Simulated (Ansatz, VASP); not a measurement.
**MgS: VASP beside Ansatz**

The input INCAR:

```
SYSTEM = MgS
  ALGO = Normal
  EDIFF = 1E-7
  ENCUT = 520
  GGA = PE
  ISIF = 2
  ISMEAR = 0
  LASPH = .True.
  LCHARG = .False.
  LREAL = .False.
  LWAVE = .False.
  NBANDS = 11
  NELM = 60
  PREC = Accurate
  SIGMA = 0.1
```

Contents of KPOINTS:

```
k-points
0
Gamma
  6 6 4
  0 0 0
```

POSCAR

```
MgS
1.0
    3.0951786600      0.0000000000      0.0000000000
    0.0000000000      3.0951786600      0.0000000000
    0.0000000000      0.0000000000      4.3896140000
Mg S
1 1
Direct
    0.0000000000      0.0000000000      0.0000000000
    0.5000000000      0.5000000000      0.5000000000
```

Input for Ansatz:

```yaml
crystal:
  lattice:
    - [3.09517866, 0.0, 0.0]
    - [0.0, 3.09517866, 0.0]
    - [0.0, 0.0, 4.389614]
  atoms:
    - { symbol: Mg, position: [0.0, 0.0, 0.0] }
    - { symbol: S, position: [0.5, 0.5, 0.5] }
basis:
  ecutwfc: 420
kpoints:
  mp_grid: { grid: [6, 6, 4] }
hamiltonian:
  xc: pbe
scf:
  occupations: { method: gaussian, width: 0.1 }
  lower_state_search: "off"
output:
  forces: true
  stress: true
  eigenvalues: true
```

Change from the starting cell: species swapped into the ZrIn type (P4/mmm, No. 123).

Alike in both runs: task single point; functional PBE; k mesh 6 × 6 × 4; occupations gaussian, width 0.1 eV; no spin polarisation.

|  | VASP | Ansatz |
| --- | --- | --- |
| version | VASP 6.6.1 | Ansatz 0.2.0 |
| potentials or method | VASP PAW PBE potentials, release 64 (Mg, S) | scalar-relativistic, plane waves, PAW |
| plane-wave cutoff (eV) | 520 | 420 |
| valence electrons in the cell | 8 | 16 |

VASP gave:

```
gap on the k mesh at the Fermi level (eV)       : none
pressure (GPa)                                  : -5.8
largest component of the traceless stress (GPa) : 16.09
```

Question: Estimate Ansatz's values.

Answer: gap on the k mesh at the Fermi level (eV): none; pressure (GPa): -5.6; largest component of the traceless stress (GPa): 16.14.

A gap of «none» marks a metal or a gap that the smearing closes. The two sets of potentials don't hold the same shells in valence.
